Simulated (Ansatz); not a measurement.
A surface is cut from this relaxed crystal of AlAs:

```
Al As
1.0
     0.00000    2.86381    2.86381
     2.86381    0.00000    2.86381
     2.86381    2.86381    0.00000
Al As
1 1
Cartesian
  0.0000 0.0000 0.0000
  4.2957 4.2957 4.2957
```

Miller indices refer to the conventional cell of F-43m (No. 216), a = 5.728 Å, b = 5.728 Å, c = 5.728 Å, α = 90.00°, β = 90.00°, γ = 90.00°. The bulk's gap is 1.50 eV.

All numbers below come from DFT PBE, scalar-relativistic, plane waves, PAW (Ansatz 0.2.0). Cutoff 420 eV, Gaussian smearing of 0.05 eV, no spin polarisation. A dipole correction acts along the normal.

A relaxed slab with low-index faces, about a nanometre thick, has these properties:

For this slab, the surface energy (mean of both faces) is 0.71 J/m². The gap of the slab on the mesh is 1.08 eV. The bulk valence band top under the vacuum level is 5.34 eV. The bulk conduction band bottom under the vacuum level is 3.84 eV.

**Question.** Which low-index plane was cut, and which atoms end it?

**Answer.** The (110) plane, with AlAs in the top plane and AlAs in the bottom one as cut, before relaxation. The planes from bottom to top: AlAs, AlAs, AlAs, AlAs, AlAs, AlAs.

An odd mesh misses points on the zone edge, so a gap read on it can be too wide. Gaps are read on the k points sampled, so a band crossing between them can be missed.